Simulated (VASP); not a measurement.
Runs of VASP 6.6.1 on AlN. The structure is hexagonal, space group P6_3mc (No. 186). Conventional cell: a = 3.114 Å, b = 3.114 Å, c = 4.983 Å, α = 90.00°, β = 90.00°, γ = 120.00°. Al (site symmetry 3m) has 4 N at 1.89 to 1.90 Å as nearest neighbours. N (site symmetry 3m) is surrounded by 4 Al at 1.89 to 1.90 Å. 

```tsv
task	cell	cutoff (eV)	gap on the mesh (eV)	pressure (GPa)	largest force (eV/Å)
single point	P6_3mc, 10.46 Å³/atom	520	4.11	-0.1	-
relaxation of cell and atoms	relaxed	600	4.12	0.1	-
single point	P6_3mc, 10.88 Å³/atom	520	(a)	-7.3	0.01
relaxation of shape and atoms at fixed volume	relaxed at fixed volume	600	(b)	-7.5	0.01
```

Alike in all rows: level PBEsol; potentials or basis VASP PAW PBE potentials, release 64 (Al, N); no spin polarisation; k mesh 10 × 10 × 6; smearing gaussian 0.05 eV.

Problem. Estimate the missing entries.

Solution. (a) 3.78; (b) 3.79.

Caveats: the PAW data sets were made with another functional, which shifts forces and pressure a little.

A k mesh can miss the band edges.
